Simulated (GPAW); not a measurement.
Here is a GPAW 26.7.0 calculation.

run.py

```python
import numpy as np
from ase.dft.bandgap import bandgap
from ase.io import read, write
from gpaw import GPAW, PW
from gpaw.response.df import DielectricFunction

atoms = read('PbS.cif')

calc = GPAW(mode=PW(500),
            xc='GLLBSC',
            kpts={'size': (6, 6, 6), 'gamma': True},
            occupations={'name': 'fermi-dirac', 'width': 0.001},
            nbands=19,
            convergence={'density': 1e-06},
            maxiter=150,
            txt='gpaw.txt')
atoms.calc = calc
energy = atoms.get_potential_energy()
calc.write('gs.gpw')
write('result.traj', atoms)
print('Fermi level:', round(calc.get_fermi_level(), 4), 'eV')
print(f'Gap: {bandgap(calc)[0]:.4f} eV, direct: {bandgap(calc, direct=True)[0]:.4f} eV')

for size in [(14, 14, 14), (20, 20, 20)]:
    name = 'x'.join(str(n) for n in size)
    dense = calc.fixed_density(kpts={'size': size, 'gamma': True},
                               nbands=40, convergence={'bands': 34},
                               update_fermi_level=True, txt=f'dense-{name}.txt')
    dense.write(f'{name}.gpw', mode='all')
    df = DielectricFunction(f'{name}.gpw', frequencies=np.array([0.0]), hilbert=False, eta=0.001,
                            ecut=60, nbands=34, intraband=False, txt=f'df-{name}.txt')
    for xc in ['RPA', 'LR0.1', 'ALDA']:
        for direction in ['x', 'y', 'z', [0, 1, 1], [1, 0, 1], [1, 1, 0]]:
            e0, e = df.get_macroscopic_dielectric_constant(xc=xc, direction=direction)
            print(f'{name} {xc} {direction}: {e0:.4f} without, {e:.4f} with local fields')
```

Contents of PbS.cif:

```cif
data_PbS
_cell_length_a 4.19420387
_cell_length_b 4.19420387
_cell_length_c 4.19420387
_cell_angle_alpha 60.00000000
_cell_angle_beta 60.00000000
_cell_angle_gamma 60.00000000
_space_group_name_H-M_alt 'P1'
_space_group_name_Hall 'P 1'
_space_group_IT_number 1
loop_
_space_group_symop_operation_xyz
'x,y,z'
loop_
_atom_site_label
_atom_site_type_symbol
_atom_site_symmetry_multiplicity
_atom_site_Wyckoff_symbol
_atom_site_fract_x
_atom_site_fract_y
_atom_site_fract_z
_atom_site_occupancy
Pb1 Pb 1 a 0.0000000000 0.0000000000 0.0000000000 1
S1 S 1 a 0.5000000000 0.5000000000 0.5000000000 1
```

Potentials or basis: the program's PAW data sets (release 1.2.1) made for this functional, pw.

Run with:

```console
$ OMP_NUM_THREADS=1 python run.py
```

(1) Estimate the electronic dielectric tensor (diagonal).

(2) What does it give for the band gap on the k mesh, Kohn-Sham part alone?

## Answers

(1) 11.99.

(2) 0.72 eV, direct.

Caveat: a model potential gives levels but no total energy; the long-wavelength limit can be off by a per cent or two; response on these states lacks terms of the Hamiltonian; spin-orbit coupling is left out, which as a rule narrows the gap of such compounds by several tenths of an eV.

**Measured values to compare with.**

From a printed reference work, monograph, for a bulk crystal of PbS at 300 K: high-frequency dielectric constant 17.2.

Measured high-frequency dielectric constant of PbS: 17.2 (300 K; a printed reference work, monograph). This calculation gives 11.99 (-30.3 %). So large a miss can be the level of theory's own, or it may mean another phase, state or a wrong row.
